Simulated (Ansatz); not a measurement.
An Ansatz run that asked for the observables at the nuclei.

```yaml
crystal:
  lattice:
    - [3.8067561406, 0.0, 0.0]
    - [-1.9033780703, 3.2967475238, 0.0]
    - [0.0, 0.0, 74.7914133]
  atoms:
    - { symbol: Zn, position: [0.0, 0.0, 0.70838383] }
    - { symbol: Zn, position: [0.6666666667, 0.3333333333, 0.79169751] }
    - { symbol: Zn, position: [0.0, 0.0, 0.33334889] }
    - { symbol: Zn, position: [0.3333333333, 0.6666666667, 0.41669235] }
    - { symbol: Zn, position: [0.0, 0.0, 0.08333566] }
    - { symbol: Zn, position: [0.6666666667, 0.3333333333, 0.20834229] }
    - { symbol: Zn, position: [0.0, 0.0, 0.83333995] }
    - { symbol: Zn, position: [0.0, 0.0, 0.91670694] }
    - { symbol: Zn, position: [0.3333333333, 0.6666666667, 0.12501918] }
    - { symbol: Zn, position: [0.0, 0.0, 0.16671319] }
    - { symbol: Zn, position: [0.3333333333, 0.6666666667, 0.58335563] }
    - { symbol: Zn, position: [0.6666666667, 0.3333333333, 0.66669263] }
    - { symbol: Zn, position: [0.6666666667, 0.3333333333, 0.04170767] }
    - { symbol: Zn, position: [0.0, 0.0, 0.45834061] }
    - { symbol: Zn, position: [0.3333333333, 0.6666666667, 0.75003317] }
    - { symbol: Zn, position: [0.6666666667, 0.3333333333, 0.29169723] }
    - { symbol: Zn, position: [0.6666666667, 0.3333333333, 0.37504863] }
    - { symbol: Zn, position: [0.6666666667, 0.3333333333, 0.95833228] }
    - { symbol: Zn, position: [0.3333333333, 0.6666666667, 0.87501662] }
    - { symbol: Zn, position: [0.0, 0.0, 0.54169651] }
    - { symbol: Zn, position: [0.0, 0.0, 0.62502995] }
    - { symbol: Zn, position: [0.3333333333, 0.6666666667, 1.311e-05] }
    - { symbol: Zn, position: [0.6666666667, 0.3333333333, 0.50002214] }
    - { symbol: Zn, position: [0.3333333333, 0.6666666667, 0.25002104] }
    - { symbol: S, position: [0.6666666667, 0.3333333333, 0.5312536] }
    - { symbol: S, position: [0.6666666667, 0.3333333333, 0.32286441] }
    - { symbol: S, position: [0.0, 0.0, 0.86451979] }
    - { symbol: S, position: [0.3333333333, 0.6666666667, 0.78123682] }
    - { symbol: S, position: [0.0, 0.0, 0.94788462] }
    - { symbol: S, position: [0.6666666667, 0.3333333333, 0.98951193] }
    - { symbol: S, position: [0.0, 0.0, 0.11452115] }
    - { symbol: S, position: [0.3333333333, 0.6666666667, 0.61458803] }
    - { symbol: S, position: [0.3333333333, 0.6666666667, 0.03125233] }
    - { symbol: S, position: [0.3333333333, 0.6666666667, 0.90625233] }
    - { symbol: S, position: [0.0, 0.0, 0.48952041] }
    - { symbol: S, position: [0.3333333333, 0.6666666667, 0.28126048] }
    - { symbol: S, position: [0.0, 0.0, 0.36458744] }
    - { symbol: S, position: [0.6666666667, 0.3333333333, 0.82289375] }
    - { symbol: S, position: [0.0, 0.0, 0.65619905] }
    - { symbol: S, position: [0.6666666667, 0.3333333333, 0.07289038] }
    - { symbol: S, position: [0.0, 0.0, 0.73956964] }
    - { symbol: S, position: [0.6666666667, 0.3333333333, 0.69793014] }
    - { symbol: S, position: [0.3333333333, 0.6666666667, 0.15626184] }
    - { symbol: S, position: [0.6666666667, 0.3333333333, 0.23953329] }
    - { symbol: S, position: [0.0, 0.0, 0.5728633] }
    - { symbol: S, position: [0.6666666667, 0.3333333333, 0.4062311] }
    - { symbol: S, position: [0.3333333333, 0.6666666667, 0.44788615] }
    - { symbol: S, position: [0.0, 0.0, 0.19790297] }
kpoints:
  mp_grid: { grid: [8, 8, 1] }
scf:
  occupations: { method: fermi_dirac, width: 0.02 }
hamiltonian:
  xc: r2scan
  pseudopotentials: { kind: paw }
output:
  forces: true
  stress: true
  populations: true
  efg:
    quadrupole_moments_barn: { Zn: 0.122, S: -0.0694 }
    contact_densities: true
```

```sh
ansatz run input.yaml --threads 1 --pin off --max-ram 3072MiB --backend cpu --events-out ev --progress --plain --runs-dir out
```

Task: How does the run end?

Result: It stops for lack of memory under the cap. The program says:

```
memory limit exceeded: the `energy derivatives` phase needs 3.24 GiB against the run's memory maximum of 3.00 GiB; largest carriers: wavefunctions 0.94 GiB, converged xc re-evaluation 0.77 GiB, ion tables 0.66 GiB, unmodelled-tail allowance 0.28 GiB, density mixer 0.18 GiB …
```
